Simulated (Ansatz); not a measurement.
KBr: one input, then a changed one

Structure from Materials Project entry mp-23251 (possibly hypothetical), not relaxed further. The listed cell was then made from it by scaling, straining or moving an atom.

First run: DFT, r2SCAN, PAW with Ansatz's default frozen-core files, scalar-relativistic (Ansatz 0.2.0).

Command: `ansatz run input.yaml --threads 1 --pin off --max-ram 2048MiB --backend cpu --events-out ev --progress --plain --runs-dir out` The run took 9.4 s on 1 thread of Arm Neoverse V2, with other jobs on the host.

```yaml
crystal:
  lattice:
    - [0.0, 3.2945409698, 3.2945409698]
    - [3.2945409698, 0.0, 3.2945409698]
    - [3.2945409698, 3.2945409698, 0.0]
  atoms:
    - { symbol: K, position: [0.0105146666, 0.0105146666, 0.0105146666] }
    - { symbol: Br, position: [0.5, 0.5, 0.5] }
kpoints:
  mp_grid: { grid: [7, 7, 7] }
scf:
  occupations: { method: fermi_dirac, width: 0.02 }
hamiltonian:
  xc: r2scan
  pseudopotentials: { kind: paw }
output:
  forces: true
  stress: true
  eigenvalues: true
  efg: { contact_densities: true }
```

Result: converged; pressure 0.23 GPa; largest force 0.162 eV/Å; gap on the k mesh 5.09 eV (the mesh can miss the band edges); 6 SCF iterations.

The input is then changed:

```diff
@@ -19,3 +19,9 @@
   eigenvalues: true
   efg: { contact_densities: true }
+  write_density: true
+  write_potential: true
+  elf: true
+  volumetric_format: npy
+basis:
+  ecutwfc: "800 eV"
```

Predict the outcome of the changed run.

It converged; energy at zero smearing -1.5 meV/atom from the first run; pressure 0.23 GPa; largest force 0.162 eV/Å; gap on the k mesh 5.09 eV (the mesh can miss the band edges); 6 SCF iterations.
